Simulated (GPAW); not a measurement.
B vacancy in BP (monolayer), P K edge of atom 13, with 3 B at 1.88 Å (trigonal planar). Method: GPAW, PBE, excited-electron core hole (neutral cell), 13-atom cell with 8.5 Å between holes, 4×4×1 k points, dipole transitions, Gaussian full width 0.9 eV up to 4 eV, rising linearly to 3.5 eV at 25 eV.

```xyz
13
Lattice="-8.0250 2.7799 0.0000 1.6050 -8.3398 0.0000 0.0000 0.0000 10.4000" Properties=species:S:1:pos:R:3
B    -3.1539    0.0361    5.0430
B    -6.4526    0.0124    5.2403
B    -1.5536   -2.7700    5.3056
B    -4.8196   -2.7969    5.2456
B    -0.0179   -5.6390    5.0475
B    -3.2781   -5.5190    5.2025
P    -4.8935   -4.6471    5.6236
P     0.0972   -7.4606    4.5579
P    -4.7994    0.9370    5.2054
P     0.0182   -1.8118    5.6883
P    -3.1918   -1.8482    5.2004
P    -6.4406   -1.8553    5.0940
P    -1.6103   -4.6464    5.1769
```

Energy from the lowest empty level; a common scale on which the isotropic spectrum has a mean of 1 over the first 20 eV.

```csv
E (eV),curve 1,curve 2,curve 3
-2.00,0.00,0.00,0.00
-1.25,0.00,0.00,0.00
-0.50,0.07,0.06,0.05
0.25,0.29,0.39,0.33
1.00,0.05,0.82,0.07
1.75,0.04,1.63,0.04
2.50,0.10,1.06,0.11
3.25,0.75,0.55,0.73
4.00,1.64,1.08,1.76
4.75,1.50,1.00,1.59
5.50,1.34,0.98,1.23
6.25,1.40,1.07,1.25
7.00,1.31,0.64,1.34
7.75,1.40,0.37,1.61
8.50,1.62,0.33,1.71
9.25,1.68,0.44,1.47
10.00,1.49,0.60,1.22
10.75,1.08,0.71,1.01
11.50,0.87,0.79,0.93
12.25,0.83,0.86,0.96
13.00,0.88,0.94,1.02
13.75,1.00,0.95,1.08
14.50,1.14,0.82,1.18
15.25,1.28,0.69,1.28
16.00,1.42,0.64,1.37
16.75,1.51,0.63,1.43
17.50,1.47,0.66,1.44
18.25,1.33,0.73,1.36
19.00,1.16,0.82,1.22
19.75,1.01,0.89,1.07
20.50,0.89,0.94,0.93
21.25,0.80,0.95,0.79
22.00,0.70,0.91,0.68
```

The curves are for the electric vector along different Cartesian axes of the cell as given, for this one atom. Which is which?

Curve 1: along y, main maxima 0.2 eV (0.30), 4.1 eV (1.64), 9.1 eV (1.68) and 16.9 eV (1.51). Curve 2: along z, main maxima 1.7 eV (1.64), 4.2 eV (1.11) and 6.0 eV (1.10). Curve 3: along x, main maxima 0.3 eV (0.33), 4.2 eV (1.78), 8.3 eV (1.72) and 17.2 eV (1.44). A K edge sees empty p states on the absorber. Each direction probes the empty orbitals that point along it. The hole lies in one spin channel, while the script sums the empty states of both and takes the lower zero; where the two channels are split, this blurs and shifts the curve. The cell shows no gap over 0.35 eV; the host's own band filling, the defect's levels or the functional may be the cause.

[Banner, clock and machine lines of the logs are left out without a mark of their own.]

[Logs are printed without paths, hosts, clocks, repeated set-up lines and the standing remarks that a program may print on its own settings, such as how far it seeks lower states.]

[Hosts, paths, dates, database ids (printed as entryN), source tags and the programs' standing remarks are cut or masked in the printed files.]

[Lists of maxima count a maximum above −3 eV only where it reaches 4 % of the highest in the window and stands out from its surroundings by 2 % of it (1.5 % where it reaches 55 %); shoulders and weaker maxima are passed over, and of the rest the first, up to two pre-edge ones and the few strongest are named.]
